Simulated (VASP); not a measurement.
Set up this calculation in VASP 6.6.1, as the native input.

```
Task                   : relaxation of cell and atoms
Functional             : BLYP
Potentials or basis    : VASP PAW PBE potentials, release 64 (Sb)
Cutoff                 : 600 eV
k mesh                 : 10 × 10 × 10
Occupations            : fermi-dirac, width 0.1 eV
Spin                   : no spin polarisation
Dipole correction      : no
Further INCAR settings : ALGO = Normal; EDIFF = 1e-07; IBRION = 2; EDIFFG = -0.01; NSW = 80; ISIF = 3
```

The structure of Sb lies in POSCAR:

```
Sb
1.0
    3.0848839383      0.0000000000      0.0000000000
    0.0000000000      3.0848839383      0.0000000000
    0.0000000000      0.0000000000      3.0848839383
Sb
1
Direct
    0.0000000000      0.0000000000      0.0000000000
```

The cell was built by a generator and needn't be a form met in nature.

These files were run (other wordings do the same):

INCAR

```
PREC = Accurate
ENCUT = 600
EDIFF = 1E-7
ISMEAR = -1
SIGMA = 0.1
LREAL = F
LASPH = T
NELM = 60
ALGO = Normal
ISIF = 3
LWAVE = F
LCHARG = F
GGA = B5
ALDAX = 1.0
AGGAX = 1.0
AGGAC = 1.0
ALDAC = 0.0
IBRION = 2
NSW = 80
EDIFFG = -0.01
```

KPOINTS

```
regular mesh
0
Gamma
  10 10 10
```

Potentials or basis: VASP PAW PBE potentials, release 64 (Sb).

The run is started by

```console
$ cat potpaw_PBE.64/Sb/POTCAR > POTCAR
$ mpirun -np 1 vasp_std > vasp.out
```

It gave:

```json
{
 "Relaxed volume": "32.55 Å³/atom",
 "Relaxed cell": "a = 3.193 Å, b = 3.193 Å, c = 3.193 Å, α = 90.00°, β = 90.00°, γ = 90.00°",
 "Space group after relaxing (to 0.05 Å)": "Pm-3m (No. 221)",
 "Energy gained by relaxing": "52.6 meV/atom",
 "Ionic steps": "3",
 "Pressure after relaxing": "0.0 GPa",
 "Band gap on the k mesh": "none (metal or under the smearing width)"
}
```

Caveat: the PAW data sets were made with another functional, which shifts forces and pressure a little.

Wall time 28 s on 1 thread of Intel(R) Xeon(R) 6975P-C (Granite Rapids), on a shared host, peak memory 0.16 GiB.
